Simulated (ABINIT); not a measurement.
Crystal: GaP.

```xyz
2
Lattice="0.0000 2.7252 2.7252 2.7252 0.0000 2.7252 2.7252 2.7252 0.0000" Properties=species:S:1:pos:R:3 pbc="T T T"
Ga    0.0000    0.0000    0.0000
P     4.0879    4.0879    4.0879
```

| Item | Value |
| --- | --- |
| Program | ABINIT 10.8.3 (patched build) |
| Task | relaxation of cell and atoms |
| Functional | LDA |
| Potentials or basis | PseudoDojo NC SR LDA v0.4.1 standard |
| Cutoff | 1088 eV |
| k mesh | 6 × 6 × 6 |
| Occupations | fermi-dirac, width 0.05 eV |
| Spin | no spin polarisation |

At the start: pressure -2.9 GPa; volume 20.24 Å³/atom.

Task: How do energy, volume and symmetry change on relaxing?

Result: Over 4 steps the energy falls by 6.4 meV/atom and the volume is 19.56 Å³/atom (-3.4 %); space group F-43m (No. 216, to 0.05 Å).

Step by step:
```
step  energy change (eV)  largest force (eV/Å)  pressure (GPa)  volume (Å³)
   1              0.0000                0.0000           -2.88        40.48
   2             -0.0056                0.0000           -2.19        40.12
   3             -0.0127                0.0000            0.12        39.06
   4             -0.0128                0.0000            0.00        39.11
```

Final structure:
```
Ga P
1.0
     0.00000    2.69415    2.69415
     2.69415    0.00000    2.69415
     2.69415    2.69415    0.00000
Ga P
1 1
Direct
  0.00000 0.00000 0.00000
  0.75000 0.75000 0.75000
```
